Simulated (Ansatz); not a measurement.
# Lattice vibrations of ZrO2 at Γ at 30 GPa

These are results of DFT PBEsol, scalar-relativistic, plane waves, PAW (Ansatz), not measurements. Plane waves to 420 eV; Γ-centred k mesh 8×8×8; fixed occupations. No spin polarisation. Phonons by linear response, acoustic sum rule imposed.

The cell, relaxed at 30 GPa:
```
CELL_PARAMETERS angstrom
0.00000 2.45210 2.45210
2.45210 0.00000 2.45210
2.45210 2.45210 0.00000
ATOMIC_POSITIONS crystal
Zr 0.00000 0.00000 0.00000
O 0.25000 0.25000 0.25000
O 0.75000 0.75000 0.75000
```

Other phases may be more stable at this pressure.

Problem. Give the high-frequency dielectric tensor ε∞.

Solution.
```
5.78 0.00 0.00
0.00 5.78 0.00
0.00 0.00 5.78
```

Problem. Give the Born effective charges.

Solution.
| atom | Z*xx | Z*yy | Z*zz | mean |
| --- | --- | --- | --- | --- |
| Zr (atom 1) | 5.78 | 5.78 | 5.78 | 5.78 |
| O (atom 2) | -2.89 | -2.89 | -2.89 | -2.89 |

Problem. How large is the static dielectric tensor with the ions free to move, and what share of it is ionic?

Solution.
```
25.1  0.0  0.0
 0.0 25.1  0.0
 0.0  0.0 25.1
```
The ions give 77 % of its trace.

This fluorite-type form isn't the usual stable structure of the compound at low pressure.

Cost: 1 run of about 1.4 core-minutes, on Arm Neoverse N1 (shared hosts).